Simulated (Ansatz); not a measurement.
**Sn, a known structure type with other elements, at an estimated volume**

```yaml
crystal:
  lattice:
    - [2.06629, 3.57892, 0.00000]
    - [-2.06629, 3.57892, 0.00000]
    - [0.00000, 0.00000, 5.49680]
  atoms:
    - { symbol: Sn, position: [0.26900, 0.73100, 0.16667] }
    - { symbol: Sn, position: [0.00000, 0.26900, 0.83333] }
    - { symbol: Sn, position: [0.73100, 0.00000, 0.50000] }
```

Level: r2SCAN, no spin polarisation; 500 eV; 9×9×6 Γ-centred mesh; fermi-dirac occupations (width 0.1 eV); Ansatz 0.2.0, fixed geometry.

(1) Where is the largest force?

(2) Is the cell too large or too small?

(3) Describe some of the short contacts.

(4) Metal or insulator?

Origin: a known structure type with other elements, at an estimated volume, so it need not be a known compound. Caveats: atoms or cell far from equilibrium.

Results:

(1) The largest is on Sn1 (and as large on other atoms): 2.44 eV/Å, components (2.44, 0.00, 0.00). It makes 129° with the line to a nearest neighbour, Sn2 at 2.66 Å.

(2) The pressure is 8.3 GPa (compression positive), so with the atoms held at these fractions the cell would first expand; the forces are large, so a full relaxation may end otherwise. The principal stresses 7.3, 7.3, 10.3 GPa differ, so its shape would change too.

(3) Sn–Sn at 2.66 Å: least valence density 0.43 e/Å³ and ELF 0.57 there. These are pseudo-fields; inside the PAW spheres they differ from the all-electron ones.

(4) It is a metal, with about 1.2 states/eV a cell as the mean within 0.25 eV of the Fermi level, mostly Sn p (83 %) and Sn s (14 %).
